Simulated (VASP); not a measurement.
# SnS (Pnma) in VASP: notebook, part 3 of 3

VASP 6.6.1. The steps go on from the part before.

**6. Band structure, TB-mBJ**

This run uses another cell than the first one, of 23.40 Å³/atom, 1.031 times its volume.

Contents of POSCAR:

```
SnS                                     
1.0
   11.1022354472      0.0000000000      0.0000000000
    0.0000000000      3.9856078082     -0.0000000000
    0.0000000000      0.0000000000      4.2298583235
  Sn              S             
     4     4
Direct
     0.1185163126585520    0.2500000000000000    0.1099910988655009
     0.3814836873414479    0.7500000000000000    0.6099910988655010
     0.6185163126585520    0.2500000000000000    0.3900089011344991
     0.8814836873414480    0.7500000000000000    0.8900089011344990
     0.8532534970086473    0.2500000000000000    0.4743740982827416
     0.6467465029913527    0.7500000000000000    0.9743740982827416
     0.3532534970086472    0.2500000000000000    0.0256259017172584
     0.1467465029913527    0.7500000000000000    0.5256259017172584
```

Contents of INCAR.step1:

```
SYSTEM = SnS
PREC = Accurate
ENCUT = 520
EDIFF = 1E-5
ISMEAR = 0
SIGMA = 0.03
LREAL = .FALSE.
LASPH = .TRUE.
NELM = 80
ALGO = Normal
ISIF = 2
LWAVE = .TRUE.
LCHARG = .FALSE.
NBANDS = 50
KPAR = 2
GGA = PE
```

Contents of INCAR.step2:

```
SYSTEM = SnS
PREC = Accurate
ENCUT = 520
EDIFF = 1E-6
ISMEAR = 0
SIGMA = 0.03
LREAL = .FALSE.
LASPH = .TRUE.
NELM = 80
ALGO = Normal
ISIF = 2
LWAVE = .FALSE.
LCHARG = .FALSE.
METAGGA = MBJ
NBANDS = 50
KPAR = 2
ISTART = 1
```

Contents of KPOINTS:

```
regular mesh
0
G
  4 8 6
  0 0 0
```

KPOINTS_OPT is that of step 5.

Potentials or basis: VASP PAW PBE potentials, release 64 (Sn_d, S).

Command:

```
cat potpaw_PBE.64/Sn_d/POTCAR potpaw_PBE.64/S/POTCAR > POTCAR
cp INCAR.step1 INCAR
mpirun -np 2 vasp_std > vasp.out
cp INCAR.step2 INCAR
mpirun -np 2 vasp_std > vasp.out
```

OUTCAR:

```text
SYSTEM = SnS
   PREC = Accurate
   ENCUT = 520
   EDIFF = 1E-6
   ISMEAR = 0
   LREAL = .FALSE.
   LASPH = .TRUE.
   NELM = 80
   ISIF = 2
   METAGGA = MBJ
   ISTART = 1

 ion  position               nearest neighbor table
   1  0.119  0.250  0.110-   7 2.63   8 2.68   8 2.68   8 3.19   8 3.19   4 3.43   4 3.43
   2  0.381  0.750  0.610-   8 2.63   7 2.68   7 2.68   7 3.19   7 3.19   3 3.43   3 3.43
   3  0.619  0.250  0.390-   5 2.63   6 2.68   6 2.68   6 3.19   6 3.19   2 3.43   2 3.43
   4  0.881  0.750  0.890-   6 2.63   5 2.68   5 2.68   5 3.19   5 3.19   1 3.43   1 3.43
   5  0.853  0.250  0.474-   3 2.63   4 2.68   4 2.68   4 3.19   4 3.19
   6  0.647  0.750  0.974-   4 2.63   3 2.68   3 2.68   3 3.19   3 3.19
   7  0.353  0.250  0.026-   1 2.63   2 2.68   2 2.68   2 3.19   2 3.19
   8  0.147  0.750  0.526-   2 2.63   1 2.68   1 2.68   1 3.19   1 3.19

  LATTYP: Found a simple orthorhombic cell.
 ALAT       =     3.9856078082
 B/A-ratio  =     1.0612831285
 C/A-ratio  =     2.7855815177

  Lattice vectors:

 A1 = (   0.0000000000,   3.9856078082,   0.0000000000)
 A2 = (   0.0000000000,   0.0000000000,   4.2298583235)
 A3 = (  11.1022354472,   0.0000000000,   0.0000000000)

Analysis of symmetry for initial positions (statically):
=====================================================================
 Subroutine PRICEL returns:
 Original cell was already a primitive cell.

 Routine SETGRP: Setting up the symmetry group for a
 simple orthorhombic supercell.

 Subroutine GETGRP returns: Found  8 space group operations
 (whereof  2 operations were pure point group operations)
 out of a pool of  8 trial point group operations.

The static configuration has the point symmetry S_2 .
 The point group associated with its full space group is D_2h.

Analysis of symmetry for dynamics (positions and initial velocities):
=====================================================================
 Subroutine PRICEL returns:
 Original cell was already a primitive cell.

 Routine SETGRP: Setting up the symmetry group for a
[... 146 lines left out ...]
   AEXX    =    0.0000 exact exchange contribution
   IVDW    =     0    specifies the selected vdW correction
   LEPSILON=     F    determine dielectric tensor
   LRPA    =     F    only Hartree local field effects (RPA)
 non-spin polarized calculation
 Gauss-broadening in eV      SIGMA  =   0.03
  energy-cutoff  :      520.00
  volume of cell :      187.17
 maximum number of plane-waves:      5084
 NGX is ok and might be reduce to    84
   NGX = 41   NGY = 15   NGZ = 15

 number of electron      80.0000030 magnetization

 Free energy of the ion-electron system (eV)
  ---------------------------------------------------
  ext. energy  EPLUGINS =         0.00000000
  ---------------------------------------------------
  free energy    TOTEN  =      1302.67394808 eV

  energy without entropy =     1302.67394808  energy(sigma->0) =     1302.67394808

 E-fermi :   6.9740     XC(G=0): -10.2669

 val. band max:        6.7822438744   @ k =   0.5000   0.0000   0.5000
 cond. band min:       7.8437999535   @ k =   0.0000   0.0000   0.0000
 fundamental gap:      1.0615560790
 Fermi energy:         6.9740242643

 k-point     1 :       0.0000    0.0000    0.0000
  band No.  band energies     occupation
      1     -15.3296      2.00000
      2     -15.3054      2.00000
      3     -15.3026      2.00000
      4     -15.3021      2.00000
      5     -15.3007      2.00000
      6     -15.2998      2.00000
[... 1261 lines left out ...]
     49      11.5161      0.00000
     50      11.5161      0.00000

 [... further k-points ...]

------------------------ aborting loop because EDIFF is reached ----------------------------------------

  FORCE on cell =-STRESS in cart. coord.  units (eV):
  Direction    XX          YY          ZZ          XY          YZ          ZX
  --------------------------------------------------------------------------------------
  -------------------------------------------------------------------------------------
  Total     -353.4909479   -350.2309552   -349.6596432      0.0000000      0.0000000      0.0000000
  in kB    -3025.9243339  -2998.0184111  -2993.1279127      0.0000000      0.0000000      0.0000000
  external PRESSURE =   -3005.6902192 kB  Pullay stress =       0.0000000 kB

 VOLUME and BASIS-vectors are now :
 -----------------------------------------------------------------------------
  energy-cutoff  :      520.00
  volume of cell :      187.17
      direct lattice vectors                 reciprocal lattice vectors
    11.102235447  0.000000000  0.000000000     0.090071950  0.000000000  0.000000000
     0.000000000  3.985607808  0.000000000     0.000000000  0.250902760  0.000000000
     0.000000000  0.000000000  4.229858324     0.000000000  0.000000000  0.236414538

 POSITION                                       TOTAL-FORCE (eV/Angst)
 -----------------------------------------------------------------------------------
      1.31580      0.99640      0.46525        -2.519401     -0.000000     -1.802774
      4.23532      2.98921      2.58018         2.519401     -0.000000     -1.802774
      6.86691      0.99640      1.64968        -2.519401     -0.000000      1.802774
      9.78644      2.98921      3.76461         2.519401      0.000000      1.802774
      9.47302      0.99640      2.00654        -0.247984      0.000000      0.178451
      7.18033      2.98921      4.12146         0.247984      0.000000      0.178451
      3.92190      0.99640      0.10839        -0.247984      0.000000     -0.178451
      1.62921      2.98921      2.22332         0.247984      0.000000     -0.178451
 -----------------------------------------------------------------------------------
    total drift:                               -0.000000     -0.000000      0.000000

  FREE ENERGIE OF THE ION-ELECTRON SYSTEM (eV)
  ---------------------------------------------------
  free  energy   TOTEN  =      1302.6739480811 eV

  energy  without entropy=     1302.6739480811  energy(sigma->0) =     1302.67394808
```

OUTCAR.step1:

```text
SYSTEM = SnS
   PREC = Accurate
   ENCUT = 520
   EDIFF = 1E-5
   ISMEAR = 0
   LREAL = .FALSE.
   LASPH = .TRUE.
   NELM = 80
[... 1521 lines left out ...]
      7.18033      2.98921      4.12146        -0.032978     -0.000000     -0.032242
      3.92190      0.99640      0.10839         0.032978     -0.000000      0.032242
      1.62921      2.98921      2.22332        -0.032978     -0.000000      0.032242
 -----------------------------------------------------------------------------------
    total drift:                               -0.000000     -0.000000      0.000000

  FREE ENERGIE OF THE ION-ELECTRON SYSTEM (eV)
  ---------------------------------------------------
  free  energy   TOTEN  =       -35.3161876338 eV

  energy  without entropy=      -35.3161876338  energy(sigma->0) =      -35.31618763
```

It took 16 min on 2 MPI ranks of Intel Xeon 6975P-C (Granite Rapids), shared host; peak memory 0.81 GiB.

Results:

* Band gap on the k mesh: 1.06 eV, indirect (least direct gap 1.54 eV)
* Band gap along the path: 0.93 eV, indirect (least direct gap 1.13 eV)

Levels at the corners of the path, in eV from the valence-band top:
| point | band 37 | band 38 | band 39 | band 40 | band 41 | band 42 | band 43 | band 44 |
| --- | --- | --- | --- | --- | --- | --- | --- | --- |
| Γ | -2.49 | -1.50 | -1.14 | -0.96 | 0.97 | 3.32 | 3.34 | 3.37 |
| X | -1.13 | -1.13 | -1.00 | -1.00 | 1.38 | 1.38 | 1.88 | 1.88 |
| X | -1.13 | -1.13 | -1.00 | -1.00 | 1.38 | 1.38 | 1.88 | 1.88 |
| S | -2.79 | -2.79 | -1.87 | -1.87 | 2.88 | 2.88 | 3.04 | 3.04 |
| S | -2.79 | -2.79 | -1.87 | -1.87 | 2.88 | 2.88 | 3.04 | 3.04 |
| Y | -1.10 | -1.10 | -0.12 | -0.12 | 1.66 | 1.66 | 1.99 | 1.99 |
| Y | -1.10 | -1.10 | -0.12 | -0.12 | 1.66 | 1.66 | 1.99 | 1.99 |
| Γ | -2.49 | -1.50 | -1.14 | -0.96 | 0.97 | 3.32 | 3.34 | 3.37 |
| Γ | -2.49 | -1.50 | -1.14 | -0.96 | 0.97 | 3.32 | 3.34 | 3.37 |
| Z | -2.71 | -2.71 | -1.01 | -1.01 | 2.79 | 2.79 | 3.09 | 3.09 |
| Z | -2.71 | -2.71 | -1.01 | -1.01 | 2.79 | 2.79 | 3.09 | 3.09 |
| U | -1.15 | -1.15 | -1.15 | -1.15 | 1.77 | 1.77 | 1.77 | 1.77 |
| U | -1.15 | -1.15 | -1.15 | -1.15 | 1.77 | 1.77 | 1.77 | 1.77 |
| R | -2.08 | -2.08 | -2.08 | -2.08 | 2.73 | 2.73 | 2.73 | 2.73 |
| R | -2.08 | -2.08 | -2.08 | -2.08 | 2.73 | 2.73 | 2.73 | 2.73 |
| T | -0.98 | -0.98 | -0.10 | -0.10 | 1.56 | 1.56 | 2.03 | 2.03 |
| T | -0.98 | -0.98 | -0.10 | -0.10 | 1.56 | 1.56 | 2.03 | 2.03 |
| Z | -2.71 | -2.71 | -1.01 | -1.01 | 2.79 | 2.79 | 3.09 | 3.09 |
| Y | -1.10 | -1.10 | -0.12 | -0.12 | 1.66 | 1.66 | 1.99 | 1.99 |
| T | -0.98 | -0.98 | -0.10 | -0.10 | 1.56 | 1.56 | 2.03 | 2.03 |
| U | -1.15 | -1.15 | -1.15 | -1.15 | 1.77 | 1.77 | 1.77 | 1.77 |
| X | -1.13 | -1.13 | -1.00 | -1.00 | 1.38 | 1.38 | 1.88 | 1.88 |
| S | -2.79 | -2.79 | -1.87 | -1.87 | 2.88 | 2.88 | 3.04 | 3.04 |
| R | -2.08 | -2.08 | -2.08 | -2.08 | 2.73 | 2.73 | 2.73 | 2.73 |

Caveat: the PAW data sets were made with another functional, which shifts forces and pressure a little; spin-orbit coupling is left out, which moves the levels of the heavy elements; the mesh misses the band edges, which the band path finds closer together.

**7. Summary**

```tsv
task	level	potentials or basis	spin	cell	k mesh	cutoff (eV)	monkhorst-Pack mesh	gap on the mesh (eV)	pressure (GPa)	largest force (eV/Å)
dielectric tensor	LDA	VASP PAW LDA potentials, release 64 (Sn_d, S)	off	Pnma, 22.7 Å³/atom	4 × 10 × 8	600	yes	-	-	-
band structure	PBE	VASP PAW PBE potentials, release 64 (Sn_d, S)	off	Pnma, 23.4 Å³/atom	4 × 8 × 6	520	-	0.77	3.2	0.07
band structure	LDA	VASP PAW LDA potentials, release 64 (Sn_d, S)	off	Pnma, 23.4 Å³/atom	4 × 8 × 6	520	-	0.73	-1.7	0.09
band structure	PBE	VASP PAW PBE potentials, release 64 (Sn_d, S)	SOC, no magnetisation	Pnma, 23.4 Å³/atom	2 × 6 × 6	520	-	-	3.2	0.05
band structure	TB-mBJ	VASP PAW PBE potentials, release 64 (Sn_d, S)	off	Pnma, 23.4 Å³/atom	4 × 8 × 6	520	-	1.06	-	-
```

Alike in all rows: smearing gaussian 0.03 eV.

Caveats: spin-orbit coupling is left out, which moves the levels of the heavy elements (some runs); the mesh misses the band edges, which the band path finds closer together (some runs); the PAW data sets were made with another functional, which shifts forces and pressure a little (some runs).

Absolute energies hang on the potentials; compare differences alone.

**8. How close it comes**

Step 3. Against the measured gap of SnS, 1.16 eV (indirect; 20 K; “Linear dichroism of the optical properties of SnS and SnSe van der Waals crystals”, 2024, arxiv:2409.17412), the calculated 0.62 eV is off by -0.54 eV. 2 values of this kind are on record (1.09 to 1.16 eV); this one was drawn at random. Spin-orbit coupling on Sn is left out. The value is that of PBE, without temperature or zero-point motion. Semilocal functionals fall short of measured gaps as a rule.

Step 4. A measured gap of SnS is 1.09 eV (indirect; 300 K; “Linear dichroism of the optical properties of SnS and SnSe van der Waals crystals”, 2024, arxiv:2409.17412); the calculated 0.58 eV misses it by -0.51 eV. 2 values of this kind are on record (1.09 to 1.16 eV); this one was drawn at random. Spin-orbit coupling on Sn is left out. The value is that of LDA, without temperature or zero-point motion. Semilocal functionals fall short of measured gaps as a rule.

Step 6. A measured gap of SnS is 1.16 eV (indirect; 20 K; “Linear dichroism of the optical properties of SnS and SnSe van der Waals crystals”, 2024, arxiv:2409.17412); the calculated 0.93 eV misses it by -0.23 eV. 2 values of this kind are on record (1.09 to 1.16 eV); this one was drawn at random. Spin-orbit coupling on Sn is left out. The value is that of TB-mBJ, without temperature or zero-point motion.
